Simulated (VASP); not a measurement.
TaAs, 8 atoms in the cell. The cell holds a slab with vacuum, 8 atoms: a = 3.444 Å, b = 3.444 Å, c = 24.772 Å, α = 90.00°, β = 90.00°, γ = 90.00°.  The cell isn't the ideal one: the (0 0 1) slab of TaAs, cut from the database cell, not relaxed.

```yaml
Program: VASP 6.6.1
Task: single point
Functional: PBE
Potentials_or_basis: VASP PAW PBE potentials, release 64 (Ta_pv, As)
Cutoff: 520 eV
k_mesh: 8 × 8 × 1
Occupations: fermi-dirac, width 0.05 eV
Spin: no spin polarisation
Dipole_correction: yes
Further_INCAR_settings: ALGO = Normal; EDIFF = 1e-07; NBANDS = 42
```

Potentials or basis: VASP PAW PBE potentials, release 64 (Ta_pv, As).

The run is started by

```console
$ cat potpaw_PBE.64/Ta_pv/POTCAR potpaw_PBE.64/As/POTCAR > POTCAR
$ mpirun -np 1 vasp_std > vasp.out
```

Hardware: 1 thread of Intel(R) Xeon(R) Platinum 8488C (Sapphire Rapids), with other jobs on the host.

Q: Estimate the wall time of this run.

A: Wall time 12 min on 1 thread of Intel(R) Xeon(R) Platinum 8488C (Sapphire Rapids) (shared host), peak memory 0.56 GiB. Counts: scf iterations 34, k points 25.
